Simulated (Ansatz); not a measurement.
# CdCl2-type PbO2

Computed with Ansatz (plane waves, PAW, 420 eV cutoff): PBE, scalar-relativistic, no spin polarisation, Γ-centred 12×12×12 mesh, 0.05 eV Gaussian smearing. The datasets are Ansatz's generated set soft_2.

```yaml
crystal:
  lattice:
    - [1.72316, 0.99487, 4.44785]
    - [-1.72316, 0.99487, 4.44785]
    - [0.00000, -1.98974, 4.44785]
  atoms:
    - { symbol: Pb, position: [0.00000, 0.00000, 0.00000] }
    - { symbol: O, position: [0.25565, 0.25565, 0.25565] }
    - { symbol: O, position: [0.74435, 0.74435, 0.74435] }
```

The start was a prototype's sites filled with these elements. The Crystallography Open Database lists the compound in space groups Pbcn, P42/mnm, so this is a trial structure.

The cell is relaxed to zero pressure at this level.

Elastic constants come from the stress of slightly strained cells with relaxed atoms, in GPa, Voigt order xx, yy, zz, yz, xz, xy in the Cartesian frame of the vectors above.

**Question.** Give the elastic tensor.

**Answer.** 
```
190.4  75.2  26.7  -9.5   0.0   0.0
 75.2 190.4  26.7   9.5   0.0   0.0
 26.7  26.7  14.8   0.0   0.0   0.0
 -9.5   9.5   0.0  20.4   0.0   0.0
  0.0   0.0   0.0   0.0  20.4  -9.5
  0.0   0.0   0.0   0.0  -9.5  57.6
```

**Question.** Is the crystal mechanically stable, and what are its polycrystalline moduli?

**Answer.** Stable against homogeneous strain: the smallest eigenvalue of the tensor is 9.2 GPa. Hill averages: K = 43 GPa, G = 27 GPa, E = 66 GPa, ν = 0.24.

Run time: 2.6 min on 2 threads of Arm Neoverse V2 (shared host), peak memory 0.63 GiB.

These numbers lack spin–orbit coupling. The structure is built of weakly bound layers, and this functional has no dispersion term, so their spacing and all that hangs on it (volume, the soft elastic constants, low modes, dielectric constants) are poorly given.
